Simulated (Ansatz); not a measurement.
Density of states of Bi₂Te₂Se (R-3m, a = 4.325 Å, b = 4.325 Å, c = 31.778 Å, α = 90.00°, β = 90.00°, γ = 120.00°), in states per eV and primitive cell, averaged over bins of 0.4 eV. Method: Ansatz 0.2.0, DFT r2SCAN, scalar-relativistic, plane waves, PAW.

Plane waves to 500 eV, a k mesh through Γ of 6×6×6 on the computed 5-atom cell and Gaussian smearing (0.02 eV); no spin polarisation.

The cell is relaxed at this level. The states (both spins) are summed by tetrahedra on a 9×9×9 mesh at the self-consistent density. Energies are bin centres; the table starts no lower than −8 eV and ends at 6 eV, or lower where the solved bands end.

The gap is 0.73 eV at this level, with the zero inside it.

| E − E_F (eV) | total | Te 5p | Bi 6p | Se 4p | Bi 6s |
| --- | --- | --- | --- | --- | --- |
| -5.15 | 1.47 | 0.34 | 0.63 | 0.45 | 0.00 |
| -4.75 | 1.68 | 0.40 | 0.71 | 0.52 | 0.00 |
| -4.35 | 2.30 | 0.56 | 0.93 | 0.75 | 0.01 |
| -3.95 | 3.84 | 1.25 | 1.41 | 1.06 | 0.03 |
| -3.55 | 4.86 | 1.81 | 1.67 | 1.17 | 0.05 |
| -3.15 | 4.52 | 1.92 | 1.43 | 0.98 | 0.05 |
| -2.75 | 4.44 | 2.18 | 1.34 | 0.73 | 0.06 |
| -2.35 | 4.04 | 2.07 | 1.20 | 0.57 | 0.06 |
| -1.95 | 3.48 | 1.95 | 0.62 | 0.75 | 0.06 |
| -1.55 | 5.13 | 2.90 | 0.46 | 1.55 | 0.11 |
| -1.15 | 5.68 | 3.23 | 0.25 | 1.79 | 0.29 |
| -0.75 | 3.51 | 2.01 | 0.18 | 0.92 | 0.31 |
| -0.35 | 0.04 | 0.03 | 0.00 | 0.01 | 0.00 |
| 0.05 | 0.00 | 0.00 | 0.00 | 0.00 | 0.00 |
| 0.45 | 0.02 | 0.00 | 0.01 | 0.00 | 0.00 |
| 0.85 | 0.43 | 0.11 | 0.25 | 0.00 | 0.01 |
| 1.25 | 2.69 | 0.79 | 1.58 | 0.04 | 0.02 |
| 1.65 | 4.54 | 1.49 | 2.59 | 0.06 | 0.02 |
| 2.05 | 4.68 | 1.57 | 2.61 | 0.11 | 0.03 |
| 2.45 | 3.94 | 1.20 | 2.20 | 0.24 | 0.02 |
| 2.85 | 3.08 | 0.64 | 1.72 | 0.46 | 0.01 |
| 3.25 | 3.84 | 0.76 | 2.07 | 0.71 | 0.01 |
| 3.65 | 3.59 | 0.72 | 1.80 | 0.71 | 0.00 |
| 4.05 | 2.67 | 0.43 | 0.98 | 0.44 | 0.00 |
| 4.45 | 2.12 | 0.24 | 0.48 | 0.22 | 0.00 |
| 4.85 | 1.71 | 0.07 | 0.13 | 0.06 | 0.00 |
| 5.25 | 1.09 | 0.01 | 0.01 | 0.00 | 0.00 |
| 5.65 | 2.68 | 0.05 | 0.06 | 0.01 | 0.00 |

The columns after the total are the main Löwdin projections on the occupied valence shells of the potentials; 2 others are left out. The rest of the total lies in those, in shells that are empty in the free atom, which aren't projected, and between the atoms.

Spin-orbit coupling is left out, which matters for the bands of heavy elements. The cell holds layers, and r2SCAN describes their binding at middle range but leaves out its long-range dispersion part.

Whether Bi2Te2Se exists in this form wasn't checked.

Cost: 1 run of about 2.6 core-minutes, on Intel Xeon Processor @ 2.70GHz (shared hosts).